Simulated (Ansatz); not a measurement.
A run of Ansatz 0.2.0 is set up as follows.

input.yaml

```yaml
crystal:
  lattice:
    - [-2.97316, 3.287369, 3.287402]
    - [2.97316, -3.287369, 3.287402]
    - [2.97316, 3.287369, -3.287402]
  atoms:
    - { symbol: Ti, position: [0.0, 0.5, 0.0] }
    - { symbol: Ti, position: [0.0, 0.0, 0.5] }
    - { symbol: Ti, position: [0.495245, 0.245245, 0.25] }
    - { symbol: Ti, position: [0.504755, 0.754755, 0.75] }
    - { symbol: O, position: [0.695081, 0.69523, 0.500149] }
    - { symbol: O, position: [0.695081, 0.194932, 0.999851] }
    - { symbol: O, position: [0.804516, 0.749617, 0.054899] }
    - { symbol: O, position: [0.194718, 0.749617, 0.445101] }
    - { symbol: O, position: [0.805282, 0.250383, 0.554899] }
    - { symbol: O, position: [0.304919, 0.805068, 0.000149] }
    - { symbol: O, position: [0.195484, 0.250383, 0.945101] }
    - { symbol: O, position: [0.304919, 0.30477, 0.499851] }
hamiltonian:
  xc: pbe
  pseudopotentials: { kind: paw }
  hubbard: { sites: [{ species: Ti, l: d, u_eff: 6.0 }] }
kpoints:
  mp_grid: { grid: [6, 6, 6] }
scf:
  occupations: { method: fermi_dirac, width: 0.05 }
output:
  forces: true
  stress: true
  eigenvalues: true
  write_density: true
  write_potential: true
  elf: true
  volumetric_format: npy
relax:
  f_tol: 0.01
  max_steps: 40
  cell: { stress_tol: 0.05 }
```

Potentials or basis: Ansatz PAW.

Launch:

```console
$ ansatz run input.yaml --threads 4 --pin off --max-ram 11264MiB --backend cpu --events-out ev --progress --plain --runs-dir out
```

Question: What does it give for the relaxed volume?

Answer: 10.87 Å³/atom.

Question: What does it give for the band gap on the k mesh?

Answer: 2.50 eV.

Question: Predict the relaxed cell.

Answer: a = 5.542 Å, b = 5.542 Å, c = 5.542 Å, α = 113.72°, β = 107.39°, γ = 107.39°.

Step by step:
```tsv
step	energy change (eV)	largest force (eV/Å)	volume (Å³)
1	0.0000	0.1759	128.52
2	-0.0460	0.1862	130.01
3	-0.0514	0.1248	130.49
4	-0.0556	0.0022	130.43
5	-0.0655	0.0020	130.43
6	-0.0653	0.0005	130.49
7	-0.0657	0.0005	130.49
```

Caveat: the plane-wave basis is chosen anew once the cell has moved, so the energies of steps on either side of that aren't comparable; the pressure holds a Pulay correction of +0.7 GPa for the finite cutoff. A k mesh can miss the band edges.
